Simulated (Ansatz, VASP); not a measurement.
**Two plane-wave programs on Ba**

```
Ba
1.0
    -4.04743    4.04668    2.18834
     4.04668   -4.04743    2.18834
     4.04800    4.04800   -2.18970
Ba
2
Cartesian
  0.0007 8.0945 -0.0014
  0.0000 4.0473 1.0935
```

Alike in both runs: task single point; functional RPBE; k mesh 10 × 10 × 7; occupations fermi-dirac, width 0.1 eV; no spin polarisation.

|  | VASP | Ansatz |
| --- | --- | --- |
| version | VASP 6.6.1 | Ansatz 0.2.0 |
| potentials or method | VASP PAW PBE potentials, release 64 (Ba_sv) | plane waves (420 eV) with PAW, scalar-relativistic |
| plane-wave cutoff (eV) | 520 | 420 |
| valence electrons in the cell | 20 | 20 |

|  | VASP | Ansatz | Ansatz less VASP |
| --- | --- | --- | --- |
| pressure (GPa) | -0.4 | -0.4 | -0.04 |

Caveats: the PAW data sets were made with another functional, which shifts forces and pressure a little (VASP). Spin-orbit coupling is left out, which matters for the levels of Ba.
